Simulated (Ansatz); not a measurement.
Crystal: Au.

```
Au
1.0
    -1.65727    1.65727    1.65727
     1.65727   -1.65727    1.65727
     1.65727    1.65727   -1.65727
Au
1
Direct
  0.00000 0.00000 0.00000
```

This isn't the form of Au at room conditions, which is fcc.

Program: Ansatz 0.2.0. Alike in all runs: task band structure; potentials or basis Ansatz PAW; cell as given; smearing fermi-dirac 0.05 eV.

Question: Order these runs on this cell by their pressure, lowest first.
A. level r2SCAN; spin off; k mesh 6 × 6 × 6; cutoff (eV) 500; mesh quality coarse
B. level LDA; spin SOC, no magnetisation; k mesh 8 × 8 × 8; cutoff (eV) 420; mesh quality not flagged
C. level PBEsol; spin off; k mesh 11 × 11 × 11; cutoff (eV) 420; mesh quality not flagged
D. level LDA; spin off; k mesh 11 × 11 × 11; cutoff (eV) 420; mesh quality not flagged

Answer: B (-15.0 GPa), D (-13.1 GPa), C (-8.9 GPa), A (-4.9 GPa).

Caveats: some runs use coarse meshes; the PAW data sets come from PBE, with cores solved anew for the run's functional, which leaves a small shift of forces and pressure.

Not every run made on this cell is shown here.
